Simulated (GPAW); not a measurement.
The system is Zr.

```
Zr
1.0
     3.23200    0.00000    0.00000
    -1.61600    2.79899    0.00000
     0.00000    0.00000    5.14700
Zr
2
Cartesian
  1.6160 0.9330 3.8603
  0.0000 1.8660 1.2868
```

* Program: GPAW 26.7.0
* Task: relaxation of cell and atoms
* Functional: revPBE
* Potentials or basis: the program's PAW data sets (release 1.2.1) made for this functional
* Cutoff: 600 eV
* Basis: pw
* k mesh: 9 × 9 × 5
* Occupations: fermi-dirac, width 0.05 eV
* Spin: no spin polarisation

At the start: pressure 1.8 GPa; volume 23.28 Å³/atom.

Q: Where does the relaxation end?

A: Over 5 steps the energy falls by 3.2 meV/atom and the volume is 23.73 Å³/atom (+1.9 %); space group P6_3/mmc (No. 194, to 0.05 Å).

Step by step:
```csv
step,energy change (eV),largest force (eV/Å),pressure (GPa),volume (Å³)
1,0.0000,0.0000,1.81,46.56
2,-0.0029,0.0000,1.26,46.82
3,-0.0063,0.0000,-0.01,47.46
4,-0.0063,0.0000,-0.03,47.47
5,-0.0064,0.0000,-0.04,47.46
```

Final structure:
```xyz
2
Lattice="3.2464 0.0000 0.0000 -1.6232 2.8115 0.0000 0.0000 0.0000 5.2004" Properties=species:S:1:pos:R:3 pbc="T T T"
Zr    1.6232    0.9372    3.9003
Zr    0.0000    1.8743    1.3001
```

Caveat: later steps reuse the first step's grids.
